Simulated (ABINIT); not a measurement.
# InP (F-43m) in ABINIT: further runs

One crystal, InP, is run at these levels: LDA; tasks: relaxation of cell and atoms, single point.

Everything below comes from runs of ABINIT 10.8.3 (patched build). Logs are shortened: lines on timing, memory, paths and dates and some standing lists are left out, and cuts for length are marked. The log counts tension as positive stress, the text compression.

**Experimental background.**

From a printed reference work, data compilation, for a bulk crystal of InP at 1.6 K: band gap 1.4236 eV (direct).

The results are compared with them further down.

**1. Starting point**

Symmetry: F-43m, No. 216, cubic system. Conventional cell: a = 5.861 Å, b = 5.861 Å, c = 5.861 Å, α = 90.00°, β = 90.00°, γ = 90.00°. In (site symmetry -43m) is surrounded by 4 P at 2.54 Å. Around P (site symmetry -43m) lie 4 In at 2.54 Å.

**2. Relaxation of cell and atoms, LDA**

The input, run.abi:

```
# Pseudopotentials
pp_dirpath "./"
pseudos "In.upf, P.upf"

# Structure
acell 7.83169184 7.83169184 7.83169184
rprim
     0.0000000000     0.7071067812     0.7071067812
     0.7071067812     0.0000000000     0.7071067812
     0.7071067812     0.7071067812     0.0000000000
ntypat 2
znucl 49 15
natom 2
typat 1 2
chkprim 0
chksymtnons 0
tolsym 1.0e-6
xred
            0.0            0.0            0.0
            3/4            3/4            3/4

# Plane-wave basis
ecut 843.552974 eV
ecutsm 0.5

# k points
kptopt 1
ngkpt 6 6 6
nshiftk 1
shiftk 0.0 0.0 0.0

# Exchange and correlation
ixc 7

# Bands and occupations
nband 13
occopt 3
tsmear 0.00183747

# SCF cycle
nstep 80
tolvrs 1.0e-12

# Output
iomode 3
prteig 0
prtebands 0
prtwf 0
prtden 0

# Relaxation
ionmov 22
optcell 2
ntime 50
tolmxf 2.0e-5
dilatmx 1.08
```

Potentials or basis: PseudoDojo NC SR LDA v0.4.1 standard.

Launch:

```
> abinit run.abi > log 2>&1
```

run.abo:

```text
.Version 10.8.3 of ABINIT
 Symmetries : space group F-4 3 m (#216); Bravais cF (face-center cubic)
================================================================================
 Values of the parameters that define the memory need of the present run
     intxc =       0    ionmov =      22      iscf =       7    lmnmax =       6
     lnmax =       6     mgfft =      45  mpssoang =       3    mqgrid =    3001
     natom =       2  nloc_mem =       1    nspden =       1   nspinor =       1
    nsppol =       1      nsym =      24    n1xccc =    2501    ntypat =       2
    occopt =       3   xclevel =       1
       mpw =        3548          nfft =       91125          nkpt =          16
================================================================================
================================================================================

--------------------------------------------------------------------------------
------------- Echo of variables that govern the present computation ------------
--------------------------------------------------------------------------------
 -outvars: echo values of preprocessed input variables --------
            acell      7.8316918400E+00  7.8316918400E+00  7.8316918400E+00 Bohr
              amu      1.14820000E+02  3.09737620E+01
          chkprim           0
      chksymtnons           0
          dilatmx      1.08000000E+00
             ecut      3.10000000E+01 Hartree
           ecutsm      5.00000000E-01 Hartree
           ionmov          22
              ixc           7
         kptrlatt        6    0    0      0    6    0      0    0    6
          kptrlen      4.69901510E+01
            natom           2
            nband          13
            ngfft          45      45      45
             nkpt          16
            nstep          80
             nsym          24
            ntime          50
           ntypat           2
           occopt           3
          optcell           2
           prtden           0
        prtebands           0
           prteig           0
            prtwf           0
            rprim      0.0000000000E+00  7.0710678120E-01  7.0710678120E-01
                       7.0710678120E-01  0.0000000000E+00  7.0710678120E-01
                       7.0710678120E-01  7.0710678120E-01  0.0000000000E+00
          spgroup         216
           tolmxf      2.00000000E-05
           tolsym      1.00000000E-06
           tolvrs      1.00000000E-12
           tsmear      1.83747000E-03 Hartree
            typat      1  2
           xangst      0.0000000000E+00  0.0000000000E+00  0.0000000000E+00
                       4.3957499971E+00  4.3957499971E+00  4.3957499971E+00
            xcart      0.0000000000E+00  0.0000000000E+00  0.0000000000E+00
                       8.3067636125E+00  8.3067636125E+00  8.3067636125E+00
             xred      0.0000000000E+00  0.0000000000E+00  0.0000000000E+00
                       7.5000000000E-01  7.5000000000E-01  7.5000000000E-01
            znucl       49.00000   15.00000

================================================================================

 chkinp: Checking input parameters for consistency.

================================================================================
== DATASET  1 ==================================================================

--- !DatasetInfo
iteration_state: {dtset: 1, }
dimensions: {natom: 2, nkpt: 16, mband: 13, nsppol: 1, nspinor: 1, nspden: 1, mpw: 3548, }
cutoff_energies: {ecut:  31.0, pawecutdg:  -1.0, }
electrons: {nelect:   1.80000000E+01, charge:   0.00000000E+00, occopt:   3.00000000E+00, tsmear:   1.83747000E-03, }
meta: {optdriver: 0, ionmov: 22, optcell: 2, iscf: 7, paral_kgb: 0, }
...

 Exchange-correlation functional for the present dataset will be:
  LDA: Perdew-Wang 92 LSD fit to Ceperley-Alder data - ixc=7
  J.P.Perdew and Y.Wang, PRB 45, 13244 (1992)

 Real(R)+Recip(G) space primitive vectors, cartesian coordinates (Bohr,Bohr^-1):
 R(1)=  0.0000000  5.5378424  5.5378424  G(1)= -0.0902879  0.0902879  0.0902879
 R(2)=  5.5378424  0.0000000  5.5378424  G(2)=  0.0902879 -0.0902879  0.0902879
 R(3)=  5.5378424  5.5378424  0.0000000  G(3)=  0.0902879  0.0902879 -0.0902879
 Unit cell volume ucvol=  3.3966576E+02 bohr^3
 Angles (23,13,12)=  6.00000000E+01  6.00000000E+01  6.00000000E+01 degrees

 getcut: wavevector=  0.0000  0.0000  0.0000  ngfft=  45  45  45
         ecut(hartree)=     36.158   => boxcut(ratio)=   2.07552

--- Pseudopotential description ------------------------------------------------
- pspini: atom type   1  psp file is ./In.upf
  49.00000  13.00000  180309                  znucl, zion, pspdat
12 -1012 2 -1 1894                            pspcod,pspxc,lmax,lloc,mmax
     nproj     2     2     2

- pspini: atom type   2  psp file is ./P.upf
  15.00000   5.00000  180309                  znucl, zion, pspdat
12 -1012 2 -1 1298                            pspcod,pspxc,lmax,lloc,mmax
     nproj     2     2     2

   5.80935515E+02                                ecore*ucvol(ha*bohr**3)
--------------------------------------------------------------------------------

================================================================================

=== [ionmov=22] Limited-memory Broyden-Fletcher-Goldfarb-Shanno method
================================================================================

--- Iteration: ( 1/50) Internal Cycle: (1/1)
--------------------------------------------------------------------------------

---SELF-CONSISTENT-FIELD CONVERGENCE--------------------------------------------

--- !BeginCycle
iteration_state: {dtset: 1, itime: 1, icycle: 1, }
solver: {iscf: 7, nstep: 80, nline: 4, wfoptalg: 0, }
tolerances: {tolvrs: 1.00E-12, }
...

     iter   Etot(hartree)      deltaE(h)  residm     vres2
 ETOT  1  -72.722357222444    -7.272E+01 4.087E-01 2.353E+02
 ETOT  2  -73.211153858251    -4.888E-01 4.016E-03 6.090E+01
 ETOT  3  -73.218155076234    -7.001E-03 6.198E-03 6.693E-01
 ETOT  4  -73.218225563004    -7.049E-05 4.289E-03 2.308E-02
 ETOT  5  -73.218228565851    -3.003E-06 2.295E-03 5.673E-03
 ETOT  6  -73.218229210297    -6.444E-07 4.876E-04 8.599E-05
 ETOT  7  -73.218229214882    -4.585E-09 2.487E-04 2.845E-06
 ETOT  8  -73.218229215287    -4.043E-10 4.958E-05 1.808E-07
 ETOT  9  -73.218229215313    -2.616E-11 2.743E-05 4.785E-10
 ETOT 10  -73.218229215312     3.837E-13 5.524E-06 3.594E-10
 ETOT 11  -73.218229215312     6.253E-13 3.504E-06 8.068E-12
 ETOT 12  -73.218229215313    -1.251E-12 2.129E-06 9.325E-15
[... 346 lines left out ...]
 Gradient of E wrt nuclear positions in reduced coordinates (gred)
 -5.25907270147341E-30 -5.25907270147341E-30 -3.15544362088405E-30
  5.25907270147341E-30  5.25907270147341E-30  3.15544362088405E-30
 Scale of Primitive Cell (acell) [bohr]
  7.78145549549795E+00  7.78145549549795E+00  7.78145549549795E+00
 Real space primitive translations (rprimd) [bohr]
  0.00000000000000E+00  5.50231994836793E+00  5.50231994836793E+00
  5.50231994836793E+00  0.00000000000000E+00  5.50231994836793E+00
  5.50231994836793E+00  5.50231994836793E+00  0.00000000000000E+00
 Unitary Cell Volume (ucvol) [Bohr^3]=  3.33171248265046E+02
 Angles (23,13,12)= [degrees]
  6.00000000000000E+01  6.00000000000000E+01  6.00000000000000E+01
 Lengths [Bohr]
  7.78145549549795E+00  7.78145549549795E+00  7.78145549549795E+00
 Stress tensor in cartesian coordinates (strten) [Ha/bohr^3]
 -1.54157629205301E-08  0.00000000000000E+00  0.00000000000000E+00
  0.00000000000000E+00 -1.54157629213975E-08  0.00000000000000E+00
  0.00000000000000E+00  0.00000000000000E+00 -1.54157629205301E-08
 Total energy (etotal) [Ha]= -7.32183815480626E+01

 Difference of energy with previous step (new-old):
           Absolute (Ha)=-2.02890E-07
           Relative     =-2.77103E-09

 At Broyd/MD step   4, gradients are converged :
  max grad (force/stress) = 1.5416E-06 < tolmxf= 2.0000E-05 ha/bohr (free atoms)

================================================================================

 ----iterations are completed or convergence reached----

 Mean square residual over all n,k,spin=   79.930E-10; max=  16.625E-07
 reduced coordinates (array xred) for    2 atoms
       0.000000000000      0.000000000000      0.000000000000
       0.750000000000      0.750000000000      0.750000000000
 rms dE/dt=  6.5966E-30; max dE/dt=  0.0000E+00; dE/dt below (all hartree)
    1      -0.000000000000     -0.000000000000     -0.000000000000
    2       0.000000000000      0.000000000000      0.000000000000

 cartesian coordinates (angstrom) at end:
    1      0.00000000000000     0.00000000000000     0.00000000000000
    2      4.36755348269692     4.36755348269692     4.36755348269692

 cartesian forces (hartree/bohr) at end:
    1      0.00000000000000     0.00000000000000     0.00000000000000
    2     -0.00000000000000    -0.00000000000000    -0.00000000000000
 frms,max,avg= 4.5168962E-31 6.6905431E-31   0.000E+00  0.000E+00  0.000E+00 h/b

 cartesian forces (eV/Angstrom) at end:
    1      0.00000000000000     0.00000000000000     0.00000000000000
    2     -0.00000000000000    -0.00000000000000    -0.00000000000000
 frms,max,avg= 2.3226814E-29 3.4404156E-29   0.000E+00  0.000E+00  0.000E+00 e/A
 length scales=  7.781455495498  7.781455495498  7.781455495498 bohr
              =  4.117768913080  4.117768913080  4.117768913080 angstroms
 Fermi (or HOMO) energy (hartree) =   0.17738   Average Vxc (hartree)=  -0.36206
 Eigenvalues (hartree) for nkpt=  16  k points:
 kpt#   1, nband= 13, wtk=  0.00463, kpt=  0.0000  0.0000  0.0000 (reduced coord)
  -0.35880   -0.35880   -0.35880   -0.35283   -0.35283   -0.26417    0.16553    0.16553
   0.16553    0.18718    0.31104    0.31104    0.31104
      occupation numbers for kpt#   1
   2.00000    2.00000    2.00000    2.00000    2.00000    2.00000    1.99683    1.99683
   1.99683    0.00958    0.00000    0.00000    0.00000
 prteigrs : prtvol=0 or 1, do not print more k-points.

--- !EnergyTerms
iteration_state     : {dtset: 1, itime: 4, icycle: 1, }
comment             : Components of total free energy in Hartree
kinetic             :  4.42257443995829E+01
hartree             :  1.81993280465309E+01
xc                  : -2.17907141165001E+01
Ewald energy        : -4.51498153418211E+01
psp_core            :  1.74365440641017E+00
local_psp           : -5.67511160725458E+01
non_local_psp       : -1.36954617410840E+01
internal            : -7.32183804194270E+01
'-kT*entropy'       : -1.12863555375787E-06
total_energy        : -7.32183815480626E+01
total_energy_eV     : -1.99237366060994E+03
band_energy         : -3.62374452113009E+00
...

 Cartesian components of stress tensor (hartree/bohr^3)
  sigma(1 1)= -1.54157629E-08  sigma(3 2)=  0.00000000E+00
  sigma(2 2)= -1.54157629E-08  sigma(3 1)=  0.00000000E+00
  sigma(3 3)= -1.54157629E-08  sigma(2 1)=  0.00000000E+00

-Cartesian components of stress tensor (GPa)         [Pressure=  4.5355E-04 GPa]
- sigma(1 1)= -4.53547404E-04  sigma(3 2)=  0.00000000E+00
- sigma(2 2)= -4.53547404E-04  sigma(3 1)=  0.00000000E+00
- sigma(3 3)= -4.53547404E-04  sigma(2 1)=  0.00000000E+00

== END DATASET(S) ==============================================================
================================================================================

 -outvars: echo values of variables after computation  --------
            acell      7.7814554955E+00  7.7814554955E+00  7.7814554955E+00 Bohr
           etotal     -7.3218381548E+01
            fcart      2.8673756256E-31  2.8673756256E-31  6.6905431265E-31
                      -2.8673756256E-31 -2.8673756256E-31 -6.6905431265E-31
            rprim      0.0000000000E+00  7.0710678119E-01  7.0710678119E-01
                       7.0710678119E-01  0.0000000000E+00  7.0710678119E-01
                       7.0710678119E-01  7.0710678119E-01  0.0000000000E+00
           strten     -1.5415762921E-08 -1.5415762921E-08 -1.5415762921E-08
                       0.0000000000E+00  0.0000000000E+00  0.0000000000E+00
           xangst      3.7966473930E-30  7.0217755652E-48  3.7966473930E-30
                       4.3675534827E+00  4.3675534827E+00  4.3675534827E+00
             xred      1.2057852742E-48  1.3039270411E-30  1.2057852742E-48
                       7.5000000000E-01  7.5000000000E-01  7.5000000000E-01
 Calculation completed.
```

Run time: 1.7 min. Hardware: 1 thread of Arm Neoverse V1, shared host; peak memory 0.09 GiB.

What came out:

```
Free energy            : -1992.3737 eV
Band gap on the k mesh : 0.59 eV, direct
```

Caveat: the cutoff is too short for stress, so the log's stress isn't used; spin-orbit coupling is left out, which moves the levels of the heavy elements.

**3. Single point, LDA (cell relaxed)**

The input, run.abi:

```
pp_dirpath "./"
pseudos "In.upf, P.upf"

acell 3*1.0 Angstrom
rprim
     0.0000000000     2.9117023200     2.9117023200
     2.9117023200     0.0000000000     2.9117023200
     2.9117023200     2.9117023200     0.0000000000
ntypat 2
znucl 49 15
natom 2
typat 1 2
xred
     0.0000000000     0.0000000000     0.0000000000
     0.7500000000     0.7500000000     0.7500000000
chkprim 0
chksymtnons 0
tolsym 1.0e-6

ecut 31.0

kptopt 1
ngkpt 6 6 6
nshiftk 1
shiftk 0.0 0.0 0.0

ixc 7

nband 13
occopt 3
tsmear 0.00183747

nstep 100
tolvrs 1.0e-10

iomode 3
prtwf 0
prtden 0
prteig 0
prtebands 0
```

Potentials or basis: PseudoDojo NC SR LDA v0.4.1 standard.

Launch:

```
> abinit run.abi > log 2>&1
```

run.abo:

```text
.Version 10.8.3 of ABINIT
 Symmetries : space group F-4 3 m (#216); Bravais cF (face-center cubic)
================================================================================
 Values of the parameters that define the memory need of the present run
     intxc =       0    ionmov =       0      iscf =       7    lmnmax =       6
     lnmax =       6     mgfft =      40  mpssoang =       3    mqgrid =    3001
     natom =       2  nloc_mem =       1    nspden =       1   nspinor =       1
    nsppol =       1      nsym =      24    n1xccc =    2501    ntypat =       2
    occopt =       3   xclevel =       1
       mpw =        2761          nfft =       64000          nkpt =          16
================================================================================
================================================================================

--------------------------------------------------------------------------------
------------- Echo of variables that govern the present computation ------------
--------------------------------------------------------------------------------
 -outvars: echo values of preprocessed input variables --------
            acell      1.8897261259E+00  1.8897261259E+00  1.8897261259E+00 Bohr
              amu      1.14820000E+02  3.09737620E+01
          chkprim           0
      chksymtnons           0
             ecut      3.10000000E+01 Hartree
              ixc           7
         kptrlatt        6    0    0      0    6    0      0    0    6
          kptrlen      4.66887329E+01
            natom           2
            nband          13
            ngfft          40      40      40
             nkpt          16
[... 166 lines left out ...]
hartree             :  1.81994450155436E+01
xc                  : -2.17907592129648E+01
Ewald energy        : -4.51498153697006E+01
psp_core            :  1.74365440964024E+00
local_psp           : -5.67515228512429E+01
non_local_psp       : -1.36956227779235E+01
internal            : -7.32184576163329E+01
'-kT*entropy'       : -1.12878961568114E-06
total_energy        : -7.32184587451225E+01
total_energy_eV     : -1.99237576124895E+03
band_energy         : -3.62367638106769E+00
...

 Cartesian components of stress tensor (hartree/bohr^3)
  sigma(1 1)=  2.07912715E-05  sigma(3 2)=  0.00000000E+00
  sigma(2 2)=  2.07912715E-05  sigma(3 1)=  0.00000000E+00
  sigma(3 3)=  2.07912715E-05  sigma(2 1)=  0.00000000E+00

-Cartesian components of stress tensor (GPa)         [Pressure= -6.1170E-01 GPa]
- sigma(1 1)=  6.11700327E-01  sigma(3 2)=  0.00000000E+00
- sigma(2 2)=  6.11700327E-01  sigma(3 1)=  0.00000000E+00
- sigma(3 3)=  6.11700327E-01  sigma(2 1)=  0.00000000E+00

== END DATASET(S) ==============================================================
================================================================================

 -outvars: echo values of variables after computation  --------
            acell      1.8897261259E+00  1.8897261259E+00  1.8897261259E+00 Bohr
           etotal     -7.3218458745E+01
            fcart      1.9115837516E-31 -1.9115837516E-31 -1.9115837516E-31
                      -1.9115837516E-31  1.9115837516E-31  1.9115837516E-31
            rprim      0.0000000000E+00  2.9117023200E+00  2.9117023200E+00
                       2.9117023200E+00  0.0000000000E+00  2.9117023200E+00
                       2.9117023200E+00  2.9117023200E+00  0.0000000000E+00
           strten      2.0791271504E-05  2.0791271504E-05  2.0791271504E-05
                       0.0000000000E+00  0.0000000000E+00  0.0000000000E+00
           xangst      0.0000000000E+00  0.0000000000E+00  0.0000000000E+00
                       4.3675534800E+00  4.3675534800E+00  4.3675534800E+00
             xred      0.0000000000E+00  0.0000000000E+00  0.0000000000E+00
                       7.5000000000E-01  7.5000000000E-01  7.5000000000E-01
 Calculation completed.
```

Wall time 19 s (1 thread of Arm Neoverse V1, shared host); peak memory 0.07 GiB.

Results:

```yaml
Free_energy: -1992.3758 eV
Band_gap_on_the_k_mesh: 0.59 eV, direct
Valence_electrons_inside_the_program's_atomic_spheres: In 9.92; P 2.78
```

Caveat: the cutoff is too short for stress, so the log's stress isn't used; spin-orbit coupling is left out, which moves the levels of the heavy elements.

[end of part 1 of 2]
